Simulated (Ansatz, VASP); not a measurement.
# One calculation of Sb, two programs

```
CELL_PARAMETERS angstrom
3.08334 0.00000 0.00000
0.00000 3.08334 0.00000
0.00000 0.00000 3.08334
ATOMIC_POSITIONS crystal
Sb 0.00000 0.00000 0.00000
```

This isn't the form of Sb at room conditions, which is rhombohedral.

Alike in both runs: task single point; functional PBE; k mesh 6 × 6 × 6; occupations gaussian, width 0.1 eV; no spin polarisation.

|  | VASP | Ansatz |
| --- | --- | --- |
| version | VASP 6.6.1 | Ansatz 0.2.0 |
| potentials or method | VASP PAW PBE potentials, release 64 (Sb) | scalar-relativistic, plane waves, PAW |
| plane-wave cutoff (eV) | 520 | 420 |
| valence electrons in the cell | 5 | 15 |

|  | VASP | Ansatz | Ansatz less VASP |
| --- | --- | --- | --- |
| gap on the k mesh at the Fermi level (eV) | none | none | - |
| pressure (GPa) | 1.8 | 1.8 | +0.04 |

A gap of «none» marks a metal or a gap that the smearing closes. With one functional, cell and mesh, what is left measures potentials, basis and numerics. The two sets of potentials don't hold the same shells in valence.

Spin-orbit coupling is left out, which matters for the levels of Sb.
